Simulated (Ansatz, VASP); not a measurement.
# Si in VASP and in Ansatz

The input POSCAR:

```
Si
1.0
    0.0000000000      2.7350000000      2.7350000000
    2.7350000000      0.0000000000      2.7350000000
    2.7350000000      2.7350000000      0.0000000000
Si
2
Direct
    0.0000000000      0.0000000000      0.0000000000
    0.2500000000      0.2500000000      0.2500000000
```

INCAR.step1

```
PREC = Accurate ; ENCUT = 520
EDIFF = 1E-5 ; ISMEAR = -1
SIGMA = 0.02 ; LREAL = False
LASPH = True ; NELM = 100
ALGO = Normal ; ISIF = 2
LWAVE = True ; GGA = PE
NBANDS = 11
```

The input INCAR.step2:

```
PREC = Accurate ; ENCUT = 520
EDIFF = 1E-6 ; ISMEAR = -1
SIGMA = 0.02 ; LREAL = False
LASPH = True ; NELM = 100
ALGO = Normal ; ISIF = 2
LWAVE = False ; LCHARG = True
GGA = PE ; LHFCALC = True
HFSCREEN = 0.2079 ; PRECFOCK = Normal
LELF = True ; LVHAR = True
ISTART = 1 ; NBANDS = 11
```

Contents of KPOINTS:

```
regular mesh
0
Gamma
  2 2 2
```

Input for Ansatz:

```yaml
crystal:
  lattice:
    - [0, 2.735, 2.735]
    - [2.735, 0, 2.735]
    - [2.735, 2.735, 0]
  atoms:
    - { symbol: Si, position: [0, 0, 0] }
    - { symbol: Si, position: [0.25, 0.25, 0.25] }
kpoints:
  mp_grid: { grid: [2, 2, 2] }
hamiltonian:
  xc: hse06
  pseudopotentials: { kind: paw }
scf:
  occupations: { method: fermi_dirac, width: 0.02 }
  convergence: { dr2_threshold: "1e-9 eV" }
  exx: { energy_threshold: "2e-8 eV", singularity: regularized }
output:
  forces: true
  stress: true
  eigenvalues: true
```

Alike in both runs: task single point; functional HSE06; k mesh 2 × 2 × 2; occupations fermi-dirac, width 0.02 eV; no spin polarisation.

```csv
,VASP,Ansatz
version,VASP 6.6.1,Ansatz 0.2.0 development build
potentials or method,"VASP PAW PBE potentials, release 64 (Si)","plane waves, PAW datasets (generated soft set 1)"
plane-wave cutoff (eV),520,420
valence electrons in the cell,8,8
```

VASP gave:

* gap on the k mesh at the Fermi level (eV): 1.66

Q: Estimate Ansatz's values.

A: gap on the k mesh at the Fermi level (eV): 1.64.

The functional is the same, so the differences come from potentials, cutoffs and numerics. Ansatz warned: «stress_scf_threshold_loose».

Caveats: the k mesh is coarse (spacing up to 0.99 Å⁻¹), so the values aren't converged, least of all with exact exchange. A k mesh can miss the band edges.
